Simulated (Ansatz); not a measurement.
Crystal: Al.

```xyz
1
Lattice="0.0000 2.0248 2.0248 2.0248 0.0000 2.0248 2.0248 2.0248 0.0000" Properties=species:S:1:pos:R:3 pbc="T T T"
Al    0.0000    0.0000    0.0000
```

* Program: Ansatz 0.2.0
* Task: relaxation of cell and atoms
* Functional: r2SCAN
* Potentials or basis: SSSP precision PAW
* Cutoff: 408 eV
* Density cutoff: 3265 eV
* k mesh: 11 × 11 × 11
* Occupations: fermi-dirac, width 0.1 eV
* Spin: no spin polarisation

At the start: volume 16.60 Å³/atom.

Question: How do energy, volume and symmetry change on relaxing?

Answer: It ends after 5 steps and the volume is 15.98 Å³/atom (-3.7 %); space group Fm-3m (No. 225, to 0.05 Å).

The path:
```tsv
step	energy change (eV)	largest force (eV/Å)	volume (Å³)
1	0.0000	0.0000	16.60
2	-0.0060	0.0000	15.83
3	-0.0065	0.0000	15.99
4	-0.0065	0.0000	15.98
5	-0.0064	0.0000	15.98
```

Final structure:
```
CELL_PARAMETERS angstrom
0.00000 1.99927 1.99927
1.99927 0.00000 1.99927
1.99927 1.99927 0.00000
ATOMIC_POSITIONS crystal
Al 0.00000 0.00000 0.00000
```

The cell as given is a measured one (16.60 Å³/atom); r2SCAN puts the equilibrium volume -3.7 % from it, thermal expansion not counted.

Caveat: the plane-wave basis is chosen anew once the cell has moved, so the energies of steps on either side of that aren't comparable.
